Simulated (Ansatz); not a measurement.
# PbI2: LAPW beside PAW

Does the method matter for PbI2? The same cell, functional and mesh are run with LAPW, all electrons, PAW with frozen cores and datasets made for this crystal.

Method: DFT PBEsol, scalar-relativistic, in Ansatz 0.2.0.

**1. The structure to begin with**

It takes space group P-3m1 (No. 164, trigonal). Conventional cell: a = 4.555 Å, b = 4.555 Å, c = 6.977 Å, α = 90.00°, β = 90.00°, γ = 120.00°. Pb (site symmetry -3m) is surrounded by 6 I at 3.21 Å. I (site symmetry 3m) has 3 Pb at 3.21 Å in its first shell of neighbours.

Coordinates:

```
Pb I
1.0
     4.55500    0.00000    0.00000
    -2.27750    3.94475    0.00000
     0.00000    0.00000    6.97700
Pb I
1 2
Direct
  0.00000 0.00000 0.00000
  0.33333 0.66667 0.26500
  0.66667 0.33333 0.73500
```

The cell is a deposited one (Crystallography Open Database entry 9009114); the temperature and pressure of the measurement aren't taken into account, and nothing was relaxed.

Atoms are numbered in the order of the input: Pb1, I2, I3.

**2. LAPW, all electrons**

Input file input.yaml:

```yaml
crystal:
  lattice:
    - [4.5550018558, 0.0, 0.0]
    - [-2.2775009279, 3.9447473214, 0.0]
    - [0.0, 0.0, 6.977]
  atoms:
    - { symbol: Pb, position: [0.0, 0.0, 0.0] }
    - { symbol: I, position: [0.3333333333, 0.6666666667, 0.265] }
    - { symbol: I, position: [0.6666666667, 0.3333333333, 0.735] }
kpoints:
  mp_grid: { grid: [8, 8, 5] }
  band_path:
    path:
      - [0.0, 0.0, 0.0]
      - [0.5, 0.0, 0.0]
      - [0.3333333333, 0.3333333333, 0.0]
      - [0.0, 0.0, 0.0]
      - [0.0, 0.0, 0.5]
      - [0.5, 0.0, 0.5]
      - [0.3333333333, 0.3333333333, 0.5]
      - [0.0, 0.0, 0.5]
      - [0.5, 0.0, 0.5]
    npoints: 14
scf:
  occupations: { method: fermi_dirac, width: 0.02 }
hamiltonian:
  xc: pbesol
  pseudopotentials: { kind: all_electron, lapw: { basis_error: 0.001 } }
output:
  forces: true
  stress: true
  eigenvalues: true
  fatbands: true
  populations: true
  dos: { projected: true, de: 0.2, e_range: [-14, 8] }
```

Run with:

```sh
$ ansatz run input.yaml --threads 1 --pin off --max-ram 4096MiB --backend cpu --events-out ev --progress --plain --runs-dir out
```

**3. PAW with frozen cores**

Changes to input.yaml since step 2:

```diff
@@ -27,3 +27,3 @@
   xc: pbesol
-  pseudopotentials: { kind: all_electron, lapw: { basis_error: 0.001 } }
+  pseudopotentials: { kind: paw }
 output:
@@ -32,4 +32,9 @@
   eigenvalues: true
-  fatbands: true
+  efg: { contact_densities: true }
   populations: true
+  bader: true
   dos: { projected: true, de: 0.2, e_range: [-14, 8] }
+  write_density: true
+  write_potential: true
+  elf: true
+  volumetric_format: npy
```

**4. Datasets made for this crystal**

Changes to input.yaml since step 3:

```diff
@@ -22,3 +22,3 @@
       - [0.5, 0.0, 0.5]
-    npoints: 14
+    npoints: 8
 scf:
@@ -27,3 +27,3 @@
   xc: pbesol
-  pseudopotentials: { kind: paw }
+  pseudopotentials: { kind: all_electron, datasets: crystal }
 output:
@@ -33,8 +33 @@
   efg: { contact_densities: true }
-  populations: true
-  bader: true
-  dos: { projected: true, de: 0.2, e_range: [-14, 8] }
-  write_density: true
-  write_potential: true
-  elf: true
-  volumetric_format: npy
```

(Steps that only read results are left out.)

Q: Predict the outcome of this session. Wanted: pressure; gap; largest force; Bader charges; highest ELF.

**Answer**, as computed:

| quantity | value |
| --- | --- |
| pressure | LAPW 0.06, PAW 0.05, crystal datasets 0.06 GPa |
| gap (LAPW) | 2.12 eV, direct at A |
| largest force | LAPW 0.009, PAW 0.008, crystal datasets 0.009 eV/Å |
| Bader charges (PAW) | Pb1 +0.89, I2 -0.45 e |
| highest ELF (PAW) | 0.79, 1.35 Å from I |

The pressure is within half a GPa of zero, so the volume is close to equilibrium at this level. A gap opens: 2.12 eV, direct at A. Spin-orbit coupling is left out, though the cell holds Pb; it can shift such gaps by tenths of an eV. The top eV of the valence band is mostly I 5p (92 % of the projected weight). The projection holds only the free atom's occupied shells (Pb 6s, Pb 6p, I 5s, I 5p in this range). The field gradient at Pb1, the largest by crystal datasets, is 1.69 by PAW and 1.75 by crystal datasets (10²¹ V/m²), within 5 %. Spin–orbit coupling is left out, which moves gradients at and beside heavy atoms by some per cent and at worst by a factor of two. PAW lies less than 0.01 GPa from LAPW in pressure and less than 0.01 eV in the gap. LAPW took about 2.1 times as long as PAW (69 s against 32 s, on a shared host and with the outputs that each input asks for).

These are semilocal Kohn-Sham gaps, which aren't the measured quantity. Such gaps usually fall short of the measured ones; spin-orbit coupling, left out here, narrows gaps with I, Pb, so the two errors partly cancel.
